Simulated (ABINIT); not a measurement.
Runs of ABINIT 10.8.3 (patched build) on MoS2. The cell holds a slab with vacuum, 3 atoms: a = 3.184 Å, b = 3.184 Å, c = 17.335 Å, α = 90.00°, β = 90.00°, γ = 120.00°. 

```tsv
task	level	potentials or basis	cell	k mesh	cutoff (eV)	smearing	stop of the response cycle (tolvrs)	acoustic sum rule (asr)	k points of the masses	bands of the masses	cell freedom (optcell)	mesh quality	gap on the mesh (eV)	relaxed volume (Å³/atom)	largest force (eV/Å)
single point	PBEsol	PseudoDojo NC SR PBEsol v0.4 stringent	as given	8 × 8 × 2	980	fermi-dirac 0.05 eV	-	-	-	-	-	not flagged	1.78	-	(a)
dielectric tensor	LDA	PseudoDojo NC SR LDA v0.4.1 standard	as given	8 × 8 × 2, shifted	952	fixed	1e-10	1	-	-	-	not flagged	-	-	0.38
dielectric tensor	LDA	PseudoDojo NC SR LDA v0.4.1 standard	as given	6 × 6 × 2, shifted	952	fixed	1e-08	1	-	-	-	coarse	-	-	0.38
effective masses	LDA	PseudoDojo NC SR LDA v0.4.1 standard	as given	7 × 7 × 1	952	fixed	-	-	[[0.0, 0.0, 0.0], [0.375, 0.25, 0.0]]	[[13, 13], [14, 14]]	-	not flagged	-	-	0.39
single point	LDA	PseudoDojo NC SR LDA v0.4 stringent	as given	8 × 8 × 2	980	fermi-dirac 0.05 eV	-	-	-	-	-	not flagged	1.77	-	0.38
single point	LDA	PseudoDojo NC SR LDA v0.4.1 standard	as given	8 × 8 × 2	952	fermi-dirac 0.05 eV	-	-	-	-	-	not flagged	1.77	-	0.38
relaxation of cell and atoms	LDA	JTH PAW LDA v2.0	relaxed	8 × 8 × 2	544	fermi-dirac 0.05 eV	-	-	-	-	2	not flagged	2.15	(b)	-
relaxation of cell and atoms	LDA	PseudoDojo NC SR LDA v0.4 stringent	relaxed	8 × 8 × 2	1088	fermi-dirac 0.05 eV	-	-	-	-	2	not flagged	2.15	48.75	-
one-shot levels of the hybrid PBE0	LDA	PseudoDojo NC SR LDA v0.4.1 standard	as given	6 × 6 × 1	952	fixed	-	-	-	-	-	not flagged	1.59	-	-
```

Alike in all rows: no spin polarisation.

Problem. Fill in the values left out.

Solution. (a) 0.14; (b) 48.51.

Caveats: some runs use coarse meshes; the masses are taken at a mesh point that needn't be the band's extremum (some runs).

A k mesh can miss the band edges, and the runs leave out spin-orbit coupling on Mo.

Not every run made on this cell is shown here.
